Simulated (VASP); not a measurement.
Here is a VASP 6.6.1 calculation.

INCAR

```
SYSTEM = TiSe
ALGO = Normal
EDIFF = 1E-7
ENCUT = 500
GGA = PS
ISIF = 2
ISMEAR = 0
LASPH = .True.
LCHARG = .True.
LELF = .True.
LREAL = .False.
LVHAR = .True.
LWAVE = .False.
NBANDS = 18
NELM = 80
PREC = Accurate
SIGMA = 0.02
```

The input KPOINTS:

```
k-points
0
Gamma
  9 9 5
  0 0 0
```

Contents of POSCAR:

```
TiSe
1.0
    3.5590000000      0.0000000000      0.0000000000
   -1.7795000000      3.0821844121      0.0000000000
    0.0000000000      0.0000000000      6.2200000000
Se Ti
2 2
Direct
    0.6666666667      0.3333333333      0.7500000000
    0.3333333333      0.6666666667      0.2500000000
    0.0000000000      0.0000000000      0.5000000000
    0.0000000000      0.0000000000      0.0000000000
```

Potentials or basis: VASP PAW PBE potentials, release 64 (Se, Ti).

Command:

```sh
$ cat potpaw_PBE.64/Se/POTCAR potpaw_PBE.64/Ti/POTCAR > POTCAR
$ mpirun -np 1 vasp_std > vasp.out
```

**Question.** Estimate the band gap on the k mesh.

**Answer.** None (metal or under the smearing width).

**Question.** Predict the pressure.

**Answer.** -0.5 GPa.

Stress tensor (GPa, compression positive):
```
-3.83  0.00  0.00
 0.00 -3.83  0.00
 0.00  0.00  6.12
```

Caveat: the PAW data sets were made with another functional, which shifts forces and pressure a little.
